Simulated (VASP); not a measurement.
# TiAl (Pm-3m) in VASP: further runs, part 2 of 2

VASP 6.6.1. Earlier steps stand in the parts before.

### Step 4. Equation of state, r2SCAN, 15.35 Å³/atom (a relaxed cell with its volume scaled by 0.96)

INCAR

```
ALGO = Normal
EDIFF = 1E-7
ENCUT = 520
ISIF = 2
ISMEAR = -1
LASPH = True
LCHARG = False
LMIXTAU = True
LREAL = False
LWAVE = False
METAGGA = R2SCAN
NELM = 100
PREC = Accurate
SIGMA = 0.05
```

KPOINTS

```
k-points
0
Gamma
  8 8 8
```

POSCAR

```
TiAl                                    
1.0
    3.1311534997     -0.0000000000      0.0000000000
    0.0000000000      3.1311534997      0.0000000000
    0.0000000000      0.0000000000      3.1311534997
  Ti              Al            
     1     1
Direct
     0.0000000000000000    0.0000000000000000    0.0000000000000000
     0.5000000000000000    0.5000000000000000    0.5000000000000000
```

Potentials or basis: VASP PAW PBE potentials, release 64 (Ti_sv, Al).

Started as:

```console
> cat potpaw_PBE.64/Ti_sv/POTCAR potpaw_PBE.64/Al/POTCAR > POTCAR
> mpirun -np 1 vasp_std > vasp.out
```

Run time: 35 s. Hardware: 1 thread of Intel Xeon Platinum 8259CL at 2.50GHz (Skylake/Cascade Lake), shared host; peak memory 0.15 GiB.

It converged, with:

| Property | Result |
| --- | --- |
| Free energy | -20.2932 eV |
| Pressure | 5.3 GPa |
| Band gap on the k mesh | none (metal or under the smearing width) |

Caveat: the PAW data sets were made with another functional, which shifts forces and pressure a little.

### Step 5. Equation of state, r2SCAN, 15.67 Å³/atom (a relaxed cell with its volume scaled by 0.98)

INCAR is that of step 4.

KPOINTS is that of step 4.

POSCAR

```
TiAl                                    
1.0
    3.1527483442     -0.0000000000      0.0000000000
    0.0000000000      3.1527483442      0.0000000000
    0.0000000000      0.0000000000      3.1527483442
  Ti              Al            
     1     1
Direct
     0.0000000000000000    0.0000000000000000    0.0000000000000000
     0.5000000000000000    0.5000000000000000    0.5000000000000000
```

Started as:

```console
> cat potpaw_PBE.64/Ti_sv/POTCAR potpaw_PBE.64/Al/POTCAR > POTCAR
> mpirun -np 1 vasp_std > vasp.out
```

Run time: 36 s. Hardware: 1 thread of Intel Xeon Platinum 8259CL at 2.50GHz (Skylake/Cascade Lake), shared host; peak memory 0.15 GiB.

Results (log left out):

```
Free energy            : -20.3090 eV
Pressure               : 2.5 GPa
Band gap on the k mesh : none (metal or under the smearing width)
```

Caveat: the PAW data sets were made with another functional, which shifts forces and pressure a little.

### Step 6. Equation of state, r2SCAN, 15.99 Å³/atom

INCAR is that of step 5.

KPOINTS is that of step 5.

POSCAR

```
TiAl                                    
1.0
    3.1740513441     -0.0000000000      0.0000000000
    0.0000000000      3.1740513441      0.0000000000
    0.0000000000      0.0000000000      3.1740513441
  Ti              Al            
     1     1
Direct
     0.0000000000000000    0.0000000000000000    0.0000000000000000
     0.5000000000000000    0.5000000000000000    0.5000000000000000
```

Potentials or basis: VASP PAW PBE potentials, release 64 (Ti_sv, Al).

Started as:

```console
> cat potpaw_PBE.64/Ti_sv/POTCAR potpaw_PBE.64/Al/POTCAR > POTCAR
> mpirun -np 1 vasp_std > vasp.out
```

Run time: 36 s. Hardware: 1 thread of Intel Xeon Platinum 8259CL at 2.50GHz (Skylake/Cascade Lake), shared host; peak memory 0.14 GiB.

The run converged. Its results:

| Property | Result |
| --- | --- |
| Free energy | -20.3142 eV |
| Pressure | 0.0 GPa |
| Band gap on the k mesh | none (metal or under the smearing width) |

Caveat: the PAW data sets were made with another functional, which shifts forces and pressure a little.

### Step 7. Equation of state, r2SCAN, 16.31 Å³/atom (a relaxed cell with its volume scaled by 1.02)

INCAR is that of step 6.

KPOINTS is that of step 6.

POSCAR

```
TiAl                                    
1.0
    3.1950721643     -0.0000000000      0.0000000000
    0.0000000000      3.1950721643      0.0000000000
    0.0000000000      0.0000000000      3.1950721643
  Ti              Al            
     1     1
Direct
     0.0000000000000000    0.0000000000000000    0.0000000000000000
     0.5000000000000000    0.5000000000000000    0.5000000000000000
```

Started as:

```console
> cat potpaw_PBE.64/Ti_sv/POTCAR potpaw_PBE.64/Al/POTCAR > POTCAR
> mpirun -np 1 vasp_std > vasp.out
```

It took 39 s on 1 thread of Intel Xeon Platinum 8259CL at 2.50GHz (Skylake/Cascade Lake), shared host; peak memory 0.15 GiB.

Results (log left out):

* Free energy: -20.3097 eV
* Pressure: -2.3 GPa
* Band gap on the k mesh: none (metal or under the smearing width)

Caveat: the PAW data sets were made with another functional, which shifts forces and pressure a little.

### Step 8. Equation of state, r2SCAN, 16.63 Å³/atom (a relaxed cell with its volume scaled by 1.04)

INCAR is that of step 7.

KPOINTS is that of step 7.

POSCAR

```
TiAl                                    
1.0
    3.2158199675     -0.0000000000      0.0000000000
    0.0000000000      3.2158199675      0.0000000000
    0.0000000000      0.0000000000      3.2158199675
  Ti              Al            
     1     1
Direct
     0.0000000000000000    0.0000000000000000    0.0000000000000000
     0.5000000000000000    0.5000000000000000    0.5000000000000000
```

Started as:

```console
> cat potpaw_PBE.64/Ti_sv/POTCAR potpaw_PBE.64/Al/POTCAR > POTCAR
> mpirun -np 1 vasp_std > vasp.out
```

It took 40 s on 1 thread of Intel Xeon Platinum 8259CL at 2.50GHz (Skylake/Cascade Lake), shared host; peak memory 0.15 GiB.

Results (log left out):

| Quantity | Value |
| --- | --- |
| Free energy | -20.2966 eV |
| Pressure | -4.4 GPa |
| Band gap on the k mesh | none (metal or under the smearing width) |

Caveat: the PAW data sets were made with another functional, which shifts forces and pressure a little.

### Step 9. Equation of state, r2SCAN

This run uses another cell than the first one, of 15.99 Å³/atom, 0.995 times its volume.

Potentials or basis: VASP PAW PBE potentials, release 64 (Ti_sv, Al).

No new run: the results of the series are fitted here.

What came out:

- Equilibrium volume: 16.00 Å³/atom
- Bulk modulus: 120 GPa
- Pressure derivative of the bulk modulus: 3.9 (rough: it moves with the points fitted)

Energy against volume, from the lowest point:
```tsv
volume (Å³/atom)	energy (meV/atom)
15.349	10.48
15.669	2.60
15.989	0.00
16.308	2.23
16.628	8.80
```

Caveat: the PAW data sets were made with another functional, which shifts forces and pressure a little.

### Step 10. Overview

```csv
task,level,potentials or basis,U,cell,smearing,ladder,V0 of scaled cells (Å³/atom),B0 (GPa)
equation of state,PBE+D3,"VASP PAW PBE potentials, release 64 (Ti_pv, Al)",-,"Pm-3m, 16.06 Å³/atom",fermi-dirac 0.02 eV,-,15.54,122
band structure,LDA+U,"VASP PAW LDA potentials, release 64 (Ti_sv, Al)",Ti d U = 2 eV,"atoms moved at random, drawn with an rms of 0.15 Å",methfessel-paxton 0.1 eV,-,-,-
equation of state,r2SCAN,"VASP PAW PBE potentials, release 64 (Ti_sv, Al)",-,"Pm-3m, 15.99 Å³/atom",fermi-dirac 0.05 eV,gaps,16.00,120
```

Alike in all rows: no spin polarisation; k mesh 8 × 8 × 8; cutoff (eV) 520.

Caveats: U without spin polarisation on a metal has little footing (some runs); the U is typed as a test and isn't derived for this compound (some runs); the PAW data sets were made with another functional, which shifts forces and pressure a little (some runs).

Total energies depend on the potentials used, so only differences within one code and one set of settings carry meaning.
